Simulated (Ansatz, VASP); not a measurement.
# HfC in VASP and in Ansatz

Contents of INCAR:

```
SYSTEM = HfC
ALGO = Normal
EDIFF = 1E-6
EDIFFG = -0.001
ENCUT = 600
IBRION = 2
ISIF = 3
ISMEAR = -1
LASPH = .TRUE.
LCHARG = .FALSE.
LREAL = .FALSE.
LWAVE = .FALSE.
NELM = 60
NSW = 80
PREC = Accurate
SIGMA = 0.15
```

Contents of KPOINTS:

```
k-points
0
G
  16 16 16
  0 0 0
```

Contents of POSCAR:

```
HfC
1.0
    0.0000000000      2.2863544594      2.2863544594
    2.2863544594      0.0000000000      2.2863544594
    2.2863544594      2.2863544594      0.0000000000
Hf C
1 1
Direct
    0.5000000000      0.5000000000      0.5000000000
    0.0000000000      0.0000000000      0.0000000000
```

Input for Ansatz:

```yaml
crystal:
  lattice:
    - [0.0, 2.2863544594, 2.2863544594]
    - [2.2863544594, 0.0, 2.2863544594]
    - [2.2863544594, 2.2863544594, 0.0]
  atoms:
    - { symbol: Hf, position: [0.5, 0.5, 0.5] }
    - { symbol: C, position: [0.0, 0.0, 0.0] }
basis:
  ecutwfc: 420
kpoints:
  mp_grid: { grid: [16, 16, 16] }
hamiltonian:
  xc: lda
scf:
  occupations: { method: fermi_dirac, width: 0.15 }
output:
  forces: true
  stress: true
  eigenvalues: true
relax:
  adjacent_minimum: "off"
  f_tol: 0.001
  max_steps: 60
  cell: { stress_tol: 0.01 }
```

Alike in both runs: task relaxation of cell and atoms; functional LDA; k mesh 16 × 16 × 16; occupations fermi-dirac, width 0.15 eV; no spin polarisation.

|  | VASP | Ansatz |
| --- | --- | --- |
| version | VASP 6.6.1 | Ansatz 0.2.0 |
| potentials or method | VASP PAW LDA potentials, release 64 (Hf_pv, C) | scalar-relativistic, plane waves, PAW |
| plane-wave cutoff (eV) | 600 | 420 |
| valence electrons in the cell | 14 | 30 |

Ansatz gave:

```
gap on the k mesh at the Fermi level, each at its own relaxed structure (eV) : none
relaxed volume (Å³/atom)                                                     : 11.95
relaxed cell length with the largest relative difference (Å)                 : 3.234
```

**Question.** What did VASP give for the same quantities?

**Answer.** gap on the k mesh at the Fermi level, each at its own relaxed structure (eV): none; relaxed volume (Å³/atom): 11.98; relaxed cell length with the largest relative difference (Å): 3.236.

A gap of «none» marks a metal or a gap that the smearing closes. The two sets of potentials don't hold the same shells in valence.

The runs have no spin-orbit coupling, so splittings on Hf are missing.
